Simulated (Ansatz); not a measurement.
# SnO2: an internal coordinate against the cell, part 2 of 2

A grid of calculations on SnO₂ (R-3m, No. 166; 3 atoms in the cell), to see where the energy is lowest and how it rises around there.

Ansatz 0.2.0; DFT PBE, scalar-relativistic, plane waves, PAW. The steps go on from the part before.

### Step 8. The run at (0.170 Å, 16.032 Å³)

Contents of input.yaml:

```yaml
crystal:
  lattice:
    - [1.6587648191, 0.9576883149, 5.0460169415]
    - [-1.6587648191, 0.9576883149, 5.0460169415]
    - [0.0, -1.9153766297, 5.0460169415]
  atoms:
    - { symbol: Sn, position: [0.5, 0.5, 0.5] }
    - { symbol: O, position: [0.246404375, 0.246404375, 0.246404375] }
    - { symbol: O, position: [0.753595625, 0.753595625, 0.753595625] }
basis:
  ecutwfc: 520.0
kpoints:
  mp_grid: { grid: [12, 12, 12] }
hamiltonian:
  xc: pbe
  pseudopotentials: { kind: paw, azcp: { folder: soft_1 } }
scf:
  occupations: { method: gaussian, width: 0.05 }
output:
  forces: true
  stress: true
  eigenvalues: true
  write_density: true
  write_potential: true
  elf: true
  volumetric_format: npy
```

On the command line:

```bash
$ ansatz run input.yaml --threads 1 --pin off --max-ram 2048MiB --backend cpu --events-out ev --progress --plain --runs-dir out
```

The program printed:

```text
[... 33 lines left out ...]
SCF 1 converged in 7 iterations: F = -7157.963289 eV  dr2 = 1.57e-8
SCF converged after 7 iterations
Free energy (F): -7157.963289 eV
Harris-Foulkes:  -7157.963289 eV  (|F-HF|=2.74e-8)
Internal energy: -7157.963289 eV  (E = F + TS)
E sigma→0 (E₀):  -7157.963289 eV
Fermi energy:    5.520426 eV
--- Per-component energies (eV) ---
  E_band       = -161.691450
  E_kinetic    = 495.837881
  E_local      = -2073.019234  (includes V_loc(G=0)·N_el)
  E_nonlocal   = 248.245139
  E_hartree    = 918.487972
  E_xc         = -265.446853
  E_vxc        = -258.363620  (∫ρ·V_xc dr)
  E_paw        = -4695.526072  (= ΣΔE_a)
  E_vpaw       = -411.368720  (= ΣTr[D̂ρ^β])
  E_aug_tail   = 0.000513  (compensation charges beyond the density's cutoff)
  E_ewald      = -1786.542635
  E_smearing   = -0.000000  (= −TS)
  E_closure    = 0.000000  (closes the sum)
  Σ components = -7157.963289   (vs F -7157.963289, Δ=0.00e0)
--- Forces (eV/Å), atoms counted from 1 ---
  atom   1  Sn     0.00000000     0.00000000    -0.00000000
  atom   2  O      0.00000000    -0.00000000    -2.47745310
  atom   3  O      0.00000000     0.00000000     2.47745310
  max |Σ_I F_I| component: 8.88e-16 eV/Å
--- Stress (GPa, compression-positive) ---
      -15.400357       0.000000       0.000000
        0.000000     -15.400357      -0.000000
        0.000000      -0.000000     -19.463645
  P = ⅓ Tr σ = -16.7548 GPa (-167.548 kbar)
--- Band table (eV; the first three rows and the last of 189) ---
  k-point 0: bands = ["-15.1776", "-15.1561", "-15.1561", "-15.0359", "-15.0359", "-12.1895", "-10.9592", "0.1355", "4.0848", "4.0848", "4.2959", "4.2959", "4.8908", "6.1500", "10.0334", "14.9593", "14.9593"]
  k-point 1: bands = ["-15.1778", "-15.1630", "-15.1444", "-15.0521", "-15.0378", "-12.1399", "-10.9038", "0.1160", "3.7137", "3.9572", "4.1294", "4.3383", "4.8700", "6.5315", "10.3287", "14.3460", "14.9967"]
  k-point 2: bands = ["-15.2365", "-15.1369", "-15.1128", "-15.0814", "-15.0424", "-11.9936", "-10.7604", "0.0363", "3.0775", "3.6868", "3.6995", "4.3685", "4.8079", "7.2705", "11.0470", "13.2996", "15.0755"]
  k-point 188: bands = ["-15.1781", "-15.1561", "-15.1561", "-15.0357", "-15.0357", "-12.0650", "-11.1182", "0.3734", "3.8569", "4.0029", "4.0029", "4.3689", "4.3689", "7.4050", "9.7917", "15.0811", "15.0811"]
```

Wall time 29 s (1 thread of Arm Neoverse N1, shared host); peak memory 0.42 GiB.

The maps below are laid out on this run's own conventional cell (a, b, c = 3.318, 3.318, 15.138 Å).

Density in a lattice plane of the grid's cell (edges 3.32 and 15.14 Å, at 0.000 of the third edge), which holds Sn and O.

Values in e/Å³, 12 rows by 6 columns:
```
 0.02  0.06  0.21  0.40  0.21  0.06
 0.19  0.19  0.30  0.49  0.30  0.19
 8.61  2.41  0.22  0.07  0.22  2.41
 0.06  0.04  0.02  0.02  0.02  0.04
 0.14  0.13  0.21  0.32  0.21  0.13
12.08  4.66  0.32  0.15  0.32  4.66
 0.14  0.13  0.21  0.32  0.21  0.13
 0.06  0.04  0.02  0.02  0.02  0.04
 8.61  2.41  0.22  0.07  0.22  2.41
 0.19  0.19  0.30  0.49  0.30  0.19
 0.02  0.06  0.21  0.40  0.21  0.06
 0.01  0.01  0.02  0.03  0.02  0.01
```
Columns run along the first of these edges and rows up along the second, over one cell in 6 and 12 even steps from the bottom left corner. Atoms in the plane (fractional): Sn at (0.00, 0.50), O at (1.00, 0.25), O at (1.00, 0.75).

ELF in the same plane.

Ten even steps from '0' (0.00) to '9' (0.84):
```
003530
004640
112221
872227
494049
981018
000100
014641
223532
002120
223532
014641
000100
981018
494049
872227
112221
004640
003530
000000
```
Columns run along the first of these edges and rows up along the second, over one cell in 6 and 20 even steps from the bottom left corner. Atoms in the plane (fractional): Sn at (0.00, 0.50), O at (1.00, 0.25), O at (1.00, 0.75).

Both are smooth fields of the valence electrons: close to the nuclei they are not physical.

The highest ELF values outside the cores: 0.88 beside O, off the lines to its neighbours, 0.7 Å from O.

That is 225 meV/atom from the zero.

### Step 9. Point (0.000 Å, 15.637 Å³)

Contents of input.yaml:

```yaml
crystal:
  lattice:
    - [1.6450283737, 0.9497575744, 5.0042302243]
    - [-1.6450283737, 0.9497575744, 5.0042302243]
    - [0.0, -1.8995151487, 5.0042302243]
  atoms:
    - { symbol: Sn, position: [0.5, 0.5, 0.5] }
    - { symbol: O, position: [0.2348826742, 0.2348826742, 0.2348826742] }
    - { symbol: O, position: [0.7651173258, 0.7651173258, 0.7651173258] }
basis:
  ecutwfc: 520.0
kpoints:
  mp_grid: { grid: [12, 12, 12] }
hamiltonian:
  xc: pbe
  pseudopotentials: { kind: paw, azcp: { folder: soft_1 } }
scf:
  occupations: { method: gaussian, width: 0.05 }
output:
  forces: true
  stress: true
  eigenvalues: true
  write_density: true
  write_potential: true
  elf: true
  volumetric_format: npy
```

On the command line:

```bash
$ ansatz run input.yaml --threads 1 --pin off --max-ram 2048MiB --backend cpu --events-out ev --progress --plain --runs-dir out
```

The program printed, shortened:

```text
[...]
SCF converged after 7 iterations
Free energy (F): -7158.587765 eV
[...]
E sigma→0 (E₀):  -7158.587765 eV
Fermi energy:    6.007555 eV
[...]
--- Forces (eV/Å), atoms counted from 1 ---
  atom   1  Sn     0.00000000     0.00000000     0.00000000
  atom   2  O      0.00000000    -0.00000000    -0.50313331
  atom   3  O      0.00000000     0.00000000     0.50313331
[...]
--- Stress (GPa, compression-positive) ---
       -7.672089       0.000000       0.000000
        0.000000      -7.672089       0.000000
        0.000000       0.000000      -3.722298
  P = ⅓ Tr σ = -6.3555 GPa (-63.555 kbar)
--- Band table (eV; the first three rows and the last of 189) ---
  k-point 0: bands = ["-14.8488", "-14.6890", "-14.6890", "-14.5538", "-14.5538", "-12.4974", "-10.8416", "1.3250", "3.9462", "3.9462", "4.2755", "4.2755", "5.0187", "6.8609", "10.6667", "15.7754", "15.7754"]
[...]
```

Run time: 29 s. Hardware: 1 thread of Arm Neoverse N1, shared host; peak memory 0.41 GiB.

Axes a, b and c in the maps are those of this run's conventional cell (a, b, c = 3.290, 3.290, 15.013 Å).

Density in a lattice plane of the grid's cell (edges 3.29 and 15.01 Å, at 0.000 of the third edge), which holds Sn and O.

Ten even steps from ' ' (0.00 e/Å³) to '@' (12.12 e/Å³):
```
            
            
            
::          
**..      ..
            
            
            
..          
@@--      --
..          
            
            
            
**..      ..
::          
            
            
            
            
```
Columns run along the first of these edges and rows up along the second, over one cell in 6 and 20 even steps from the bottom left corner. Atoms in the plane (fractional): Sn at (1.00, 0.50), O at (0.00, 0.23), O at (1.00, 0.77).

ELF in the same plane.

Values, 12 rows by 6 columns:
```
0.01 0.06 0.39 0.61 0.39 0.06
0.48 0.27 0.17 0.21 0.17 0.27
0.60 0.81 0.41 0.06 0.41 0.81
0.12 0.04 0.01 0.01 0.01 0.04
0.14 0.14 0.39 0.57 0.39 0.14
0.00 0.07 0.17 0.10 0.17 0.07
0.14 0.14 0.39 0.57 0.39 0.14
0.12 0.04 0.01 0.01 0.01 0.04
0.60 0.81 0.41 0.06 0.41 0.81
0.48 0.27 0.17 0.21 0.17 0.27
0.01 0.06 0.39 0.61 0.39 0.06
0.00 0.00 0.01 0.01 0.01 0.00
```
Columns run along the first of these edges and rows up along the second, over one cell in 6 and 12 even steps from the bottom left corner. Atoms in the plane (fractional): Sn at (1.00, 0.50), O at (0.00, 0.23), O at (1.00, 0.77).

Both are smooth fields of the valence electrons: close to the nuclei they are not physical.

Outside the cores ELF peaks at 0.88 beside O, off the lines to its neighbours, 0.6 Å from O; 0.82 in the shell around O, 0.6 Å from O.

Energy on the map's scale: 17 meV/atom.

### Step 10. Point (0.170 Å, 15.637 Å³)

input.yaml, as its differences from that of step 9:

```diff
@@ -7,4 +7,4 @@
     - { symbol: Sn, position: [0.5, 0.5, 0.5] }
-    - { symbol: O, position: [0.2348826742, 0.2348826742, 0.2348826742] }
-    - { symbol: O, position: [0.7651173258, 0.7651173258, 0.7651173258] }
+    - { symbol: O, position: [0.246404375, 0.246404375, 0.246404375] }
+    - { symbol: O, position: [0.753595625, 0.753595625, 0.753595625] }
 basis:
```

On the command line:

```bash
$ ansatz run input.yaml --threads 1 --pin off --max-ram 2048MiB --backend cpu --events-out ev --progress --plain --runs-dir out
```

The program printed, shortened:

```text
[...]
SCF converged after 8 iterations
Free energy (F): -7158.081316 eV
[...]
E sigma→0 (E₀):  -7158.081316 eV
Fermi energy:    5.858308 eV
[...]
--- Forces (eV/Å), atoms counted from 1 ---
  atom   1  Sn     0.00000000     0.00000000    -0.00000000
  atom   2  O      0.00000000    -0.00000000    -2.35728574
  atom   3  O      0.00000000     0.00000000     2.35728574
[...]
--- Stress (GPa, compression-positive) ---
      -13.356138       0.000000       0.000000
        0.000000     -13.356138      -0.000000
       -0.000000      -0.000000     -18.620013
  P = ⅓ Tr σ = -15.1108 GPa (-151.108 kbar)
--- Band table (eV; the first three rows and the last of 189) ---
  k-point 0: bands = ["-14.8575", "-14.8361", "-14.8361", "-14.7012", "-14.7012", "-12.0284", "-10.7280", "0.4311", "4.3530", "4.3530", "4.5813", "4.5813", "5.1786", "6.5381", "10.4220", "15.4760", "15.4760"]
[...]
```

Run time: 33 s. Hardware: 1 thread of Arm Neoverse N1, shared host; peak memory 0.42 GiB.

That is 185 meV/atom from the zero.

### Step 11. All points together

49 points were computed. Energies in meV/atom, from the relaxed crystal:

| volume per atom at fixed shape (Å³) ↓, shift of O2 along [0 0 1], its symmetry partners moved alike (measured in the relaxed cell) (Å) → | −0.255 | −0.170 | −0.085 | 0.000 | 0.085 | 0.170 | 0.255 |
| --- | --- | --- | --- | --- | --- | --- | --- |
| 16.032 | 190 | 73 | 23 | 35 | 104 | 225 | 390 |
| 15.637 | 220 | 84 | 18 | 17 | 74 | 185 | 344 |
| 15.241 | 261 | 105 | 21 | 4 | 49 | 150 | 301 |
| 14.845 | 315 | 137 | 33 | 0 | 31 | 121 | 262 |
| 14.449 | 385 | 181 | 56 | 5 | 21 | 97 | 229 |
| 14.053 | 471 | 241 | 92 | 20 | 19 | 82 | 202 |
| 13.657 | 577 | 317 | 142 | 48 | 28 | 75 | 182 |

The band gap on the k-mesh (eV) at each point:

| volume per atom at fixed shape (Å³) ↓, shift of O2 along [0 0 1], its symmetry partners moved alike (measured in the relaxed cell) (Å) → | −0.255 | −0.170 | −0.085 | 0.000 | 0.085 | 0.170 | 0.255 |
| --- | --- | --- | --- | --- | --- | --- | --- |
| 16.032 | 1.76 | 1.74 | 1.68 | 1.57 | 1.44 | 1.26 | 1.10 |
| 15.637 | 1.95 | 1.91 | 1.83 | 1.71 | 1.56 | 1.36 | 1.18 |
| 15.241 | 2.13 | 2.09 | 2.00 | 1.86 | 1.69 | 1.47 | 1.27 |
| 14.845 | 2.34 | 2.29 | 2.18 | 2.02 | 1.83 | 1.59 | 1.36 |
| 14.449 | 2.55 | 2.50 | 2.37 | 2.20 | 1.99 | 1.73 | 1.47 |
| 14.053 | 2.77 | 2.72 | 2.58 | 2.39 | 2.15 | 1.88 | 1.58 |
| 13.657 | 3.01 | 2.96 | 2.81 | 2.60 | 2.33 | 2.03 | 1.71 |

### Step 12. Summary of results

This closing draws on all 2 parts.

| quantity | value |
| --- | --- |
| lowest point | (0.000 Å, 14.845 Å³), 0 meV/atom |
| highest computed point | (−0.255 Å, 13.657 Å³), 577 meV/atom above the lowest |
| band gap on the k-mesh (eV) | 1.10 at (0.255 Å, 16.032 Å³) to 3.01 at (−0.255 Å, 13.657 Å³); 2.02 at the lowest point |
| time for all points | 19 min on 1 thread, shared host |

In words: The lowest computed point is at (0.000 Å, 14.845 Å³), which is the relaxed crystal itself. No other kind of well shows on this grid. The highest computed point, (−0.255 Å, 13.657 Å³), lies 577 meV/atom above the lowest. Round the minimum the valley is strongly tilted: raising the first coordinate shifts the best value of volume per atom at fixed shape downwards (coupling k₁₂/√(k₁₁k₂₂) about 0.7).

These are semilocal Kohn-Sham gaps, which aren't the measured quantity. Such gaps usually fall short of the measured ones.
